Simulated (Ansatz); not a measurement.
## Energy landscape near a Be structure

These are results of DFT PBE, scalar-relativistic, plane waves, PAW in Ansatz 0.2.0, not measurements.

Plane waves to 420 eV, a k mesh through Γ of 21×21×12 on the computed 2-atom cell and Gaussian smearing (0.10 eV); no spin polarisation.

Reference cell:

```xyz
2
Lattice="2.2995 0.0000 0.0000 -1.1498 1.9914 0.0000 0.0000 0.0000 3.6009" Properties=species:S:1:pos:R:3 pbc="T T T"
Be    0.0000    1.3276    0.9002
Be    1.1498    0.6638    2.7007
```

Each variant moves atoms of this cell by the vectors given, if any (Å), and then applies a symmetric strain (tensor components, Cartesian axes). The reference cell isn't relaxed at this level. Energies are per atom at zero smearing, counted from the lowest variant. Pressure is positive in compression.

1. strain (xx yy zz yz xz xy, %) 3.22 3.22 -5.78 0.00 0.00 0.00
2. strain (xx yy zz yz xz xy, %) -0.92 -0.92 -9.92 0.00 0.00 0.00
3. strain (xx yy zz yz xz xy, %) 2.97 2.97 1.47 0.00 0.00 0.00

```tsv
variant	ΔE (meV/atom)	P (GPa)	largest force (eV/Å)	gap on mesh (eV)	space group
1	10.3	-3.17	0.00	0	P6_3/mmc
2	43.3	14.13	0.00	0	P6_3/mmc
3	?	?	?	?	?
```

Q: Give the withheld rows.

A:
```csv
variant,ΔE (meV/atom),P (GPa),largest force (eV/Å),gap on mesh (eV),space group
3,0.0,-11.46,0.00,0,P6_3/mmc
```